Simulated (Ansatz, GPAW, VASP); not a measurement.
# Fe: 3 runs at one level of theory

```
Fe
1.0
    -1.44300    1.44300    1.44300
     1.44300   -1.44300    1.44300
     1.44300    1.44300   -1.44300
Fe
1
Cartesian
  0.0000 0.0000 0.0000
```

Alike in all runs: task single point; functional PBE; k mesh 13 × 13 × 13; occupations gaussian, width 0.011 eV; collinear spin, ferromagnetic start; no spin-orbit coupling. Pressure is positive in compression and, in plane waves, holds the error of the finite cutoff.

```csv
program and potentials,plane-wave cutoff (eV),notes,pressure (GPa),net moment per atom (μB)
"Ansatz, all-electron LAPW, scalar-relativistic",-,-,-9.82,2.24
"VASP, PBE PAW files Fe, 520 eV",520,-,-9.15,2.28
"GPAW, GPAW PAW data sets (gpaw-data 1.2.1)",600,-,-8.06,2.25
```

The pressure spans -9.82 (Ansatz, all-electron LAPW, scalar-relativistic) to -8.06 GPa (GPAW, GPAW PAW data sets (gpaw-data 1.2.1)), with all-electron results at -9.82. The net moment per atom spans 2.24 (Ansatz, all-electron LAPW, scalar-relativistic) to 2.28 μB (VASP, PBE PAW files Fe, 520 eV), with all-electron results at 2.24. The state is the one that the start led to, which needn't be the lowest.

Differences between rows come from potentials, basis sets and numerical settings, since the functional is the same but for its coding. Runs on potential files found faulty are left out.
